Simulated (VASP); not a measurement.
## MgS (Niningerite) under changes of volume

One of the cells (16.756 Å³/atom); the others are scaled copies at fixed shape and fractional positions:

```
S Mg
1.0
     0.00000    2.55894    2.55894
     2.55894    0.00000    2.55894
     2.55894    2.55894    0.00000
S Mg
1 1
Direct
  0.50000 0.50000 0.50000
  0.00000 0.00000 0.00000
```

| Property | Result |
| --- | --- |
| Program | VASP 6.6.1 |
| Functional | LDA |
| Potentials or basis | VASP PAW LDA potentials, release 64 (S, Mg) |
| Cutoff | 520 eV |
| k mesh | 8 × 8 × 8 |
| Occupations | gaussian, width 0.02 eV |
| Spin | no spin polarisation |

```csv
volume (Å³/atom),energy over the lowest point (meV/atom),pressure (GPa),gap on the mesh (eV)
16.086,?,?,?
16.421,1.85,1.8,2.70
16.756,0.00,0.0,2.66
17.092,1.71,-1.7,2.62
17.427,6.62,-3.1,2.58
```

Problem. What does the run at 16.086 Å³/atom give?

Solution. Energy over the lowest point 7.66 meV/atom; pressure 3.7 GPa; gap on the mesh 2.75 eV.

Worked out: A Birch-Murnaghan fit of order 2 (a polynomial in V^(-2/3)) to the other rows has its minimum at 16.76 Å³/atom with B0 = V·E''(V) = 85 GPa. It gives 7.61 meV/atom at 16.086 Å³/atom, against the run's 7.66, and -dE/dV = 3.8 GPa, against 3.7. A straight line through the other rows of the gap, of slope -2.02 eV per unit of ln V, extrapolates to 2.74 eV, against the run's 2.75.

Energies are extrapolated to zero smearing.

A mesh can miss the band edges.
